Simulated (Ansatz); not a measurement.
# Lower states of Co: further starts and searches

Plain starts of Co have been run. Do the further runs listed below go lower? The cell (2 atoms) is Co in the measured crystal structure (space group Fm-3m, primitive cell doubled). Source: COD entry 9011626, which need not be the ambient phase.

Program: Ansatz 0.2.0. Level of theory: DFT HSE06, PAW, plane waves, scalar-relativistic. These are calculated values, not measurements.

### Step 1. The starting structure

It takes space group Fm-3m (No. 225, cubic). The conventional cell has a = 3.647 Å, b = 3.647 Å, c = 3.647 Å, α = 90.00°, β = 90.00°, γ = 90.00°. Co (site symmetry m-3m) has 12 Co at 2.58 Å as nearest neighbours.

Structure file:

```cif
data_structure
_symmetry_space_group_name_H-M 'Fm-3m'
_symmetry_Int_Tables_number 225
_cell_length_a 3.6470
_cell_length_b 3.6470
_cell_length_c 3.6470
_cell_angle_alpha 90.000
_cell_angle_beta 90.000
_cell_angle_gamma 90.000
_cell_volume 48.51
loop_
_atom_site_label
_atom_site_type_symbol
_atom_site_symmetry_multiplicity
_atom_site_Wyckoff_symbol
_atom_site_fract_x
_atom_site_fract_y
_atom_site_fract_z
_atom_site_occupancy
Co1 Co 4 a 0.00000 0.00000 0.00000 1
```

Atoms are counted from 1 in the order of input.yaml (Co2 and so on).

Known so far: 7 plain starts ended in 3 states. The lowest came from “a moment on one site alone, plain SCF [Co1 3.00 μB]”: ferromagnetic, site moments Co1 2.20, Co2 2.20 μB, total 4.11 μB per cell, no gap on the k-mesh, free energy -10248.3028 eV.

Runs to come: opposed moments +-, default search level; the moments typed in its input, symmetry off, plain SCF; the moments typed in its input, standard search level.

A plain SCF has the search for lower states switched off and ends at the first converged state. Under a hybrid the search levels only allow a further exchange loop from another filling of the frontier levels; the end state isn't tested for a lower one. Iterations are summed over the PBE start and the exchange cycles. Ends within 0.2 meV/atom and 0.1 μB count as one state.

Site moments are integrals over atomic spheres and don't add up to the total.

### Step 2. Opposed moments +-, default search level

input.yaml

```yaml
crystal:
  lattice:
    - [0.0, 3.647, 3.647]
    - [1.8235, 0.0, 1.8235]
    - [1.8235, 1.8235, 0.0]
  atoms:
    - { symbol: Co, position: [0.0, 0.0, 0.0], spin: 3.0 }
    - { symbol: Co, position: [0.5, 0.0, 0.0], spin: -3.0 }
magnetization:
  spin_polarized: true
hamiltonian:
  xc: hse06
  pseudopotentials: { kind: paw }
basis:
  ecutwfc: 420
kpoints:
  mp_grid: { grid: [3, 6, 6] }
scf:
  occupations: { method: gaussian, width: 0.1 }
output:
  forces: true
  stress: true
```

On the command line:

```
ansatz run input.yaml --threads 4 --pin off --max-ram 10240MiB --backend cpu --events-out ev --progress --plain --runs-dir out
```

The program printed (excerpt; [...] marks lines left out):

```text
Warning: output.stress: scf.convergence.dr2_threshold = 1e-7 eV (the SCF's general default) is looser than the 2e-10 eV advised for a printed stress (1e-10 eV for each atom of the cell: 2). What an SCF threshold leaves in a stress goes as its square root, and in the free energy as the [...]
Warning: output.stress: scf.exx.energy_threshold = 1e-6 eV is looser than the 2e-8 eV advised for a stress under a hybrid functional (1e-8 eV for each atom of the cell: 2). Every SCF of the exchange loop can meet its threshold on dr2 while the loop round them stops early: no threshold on [...]
Pseudopotentials: kind: paw
Pseudopotential: Co, paw, valence charge 17, recommended cutoff 420 eV (normal), Co.paw.azcp
Functional definition: HSE06
[...]
Crystal: 2 atoms, lattice volume = 24.254 Å³
Basis set: ecut = 420 eV, 501 PW (Γ), exchange–correlation on 72×36×36 points (8 copies of the dense FFT grid, shifted against one another)
[...]
Magnetization: 0.1079 μB (17.0539 up, 16.9461 down)
Absolute magnetization: 4.7304 μB (∫|ρ↑−ρ↓|, with the PAW one-centre terms)
Spin contamination: 2.2367 ħ² per cell (⟨S²⟩ above its minimum at these occupations)
Per-site moments (μB) at R_I (Å): [(2.2827519356383723, 1.0637626027822773), (-2.1912105005779665, 1.0637626027822773)]
Free energy (F): -10247.879915 eV
Frozen-core exchange: fock
[...]
E sigma→0 (E₀):  -10247.878823 eV
Entropy (-TS):   -0.002184 eV (-1.092 meV/atom)
Fermi energy:    16.391670 eV
[...]
--- Forces (eV/Å), atoms counted from 1 ---
  atom   1  Co     0.00000000    -0.00000000     0.00000000
  atom   2  Co     0.00000000    -0.00000000    -0.00000000
[...]
--- Stress (GPa, compression-positive) ---
       -3.167430     -12.027400     -12.027400
      -12.027400      -3.167430      12.027400
      -12.027400      12.027400      -3.167430
  P = ⅓ Tr σ = -3.1674 GPa (-31.674 kbar)
--- Band table (eV; the first three rows and the last of 32) ---
[... band rows left out ...]
[...]
  guard bands above this table: 4 of the run's 24 bands. The solve was not asked for them (output.publish_guard_bands: true or output.eigenvalues: true publishes all)
```

It took 24 s on 4 threads of Intel Xeon Platinum 8488C (Sapphire Rapids), shared host; peak memory 0.66 GiB.

The state reached is ferrimagnetic (magnetic neighbours of Co1 with a moment over 0.3 of its own that point the other way: 6 of 12 at 2.58 Å, 6 of 6 at 3.65 Å), site moments Co1 2.28, Co2 -2.19 μB, total 0.11 μB per cell, no gap on the k-mesh. It lies 211 meV/atom above the lowest state so far (step 1).

(Part 1 of 3 ends here.)
